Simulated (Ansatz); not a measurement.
Runs of Ansatz 0.2.0 on Sc. The structure is hexagonal, space group P6_3/mmc (No. 194). The conventional cell has a = 3.309 Å, b = 3.309 Å, c = 5.273 Å, α = 90.00°, β = 90.00°, γ = 120.00°. Sc (site symmetry -6m2) is surrounded by 12 Sc at 3.26 to 3.31 Å. 

```csv
task,level,potentials or basis,spin,cutoff (eV),smearing,gap on the mesh (eV),pressure (GPa)
density of states,PBEsol+D4,SSSP precision PAW,off,1225,cold 0.1 eV,none,-3.8
electrostatic potential,LDA,SSSP efficiency PAW,"collinear, antiferromagnetic start",1225,tetrahedron,none,-5.3
density of states,BLYP,Ansatz PAW earlier set,off,920,fermi-dirac 0.05 eV,none,(a)
single point,PBE,Ansatz PAW soft_1,off,420,fermi-dirac 0.05 eV,none,-0.7
```

Alike in all rows: cell as given; k mesh 9 × 9 × 5.

Problem. Estimate the missing entries.

Solution. (a) 0.1.

Caveats: pairwise dispersion overbinds metals, which lowers pressure and volume (some runs); the potentials were made for another functional, which shifts forces and pressure (some runs); the PAW data sets come from PBE, with cores solved anew for the run's functional, which leaves a small shift of forces and pressure (some runs).

A k mesh can miss the band edges.

A gap of «none» marks a metal or a gap under the smearing width.

Not every run made on this cell is shown here.
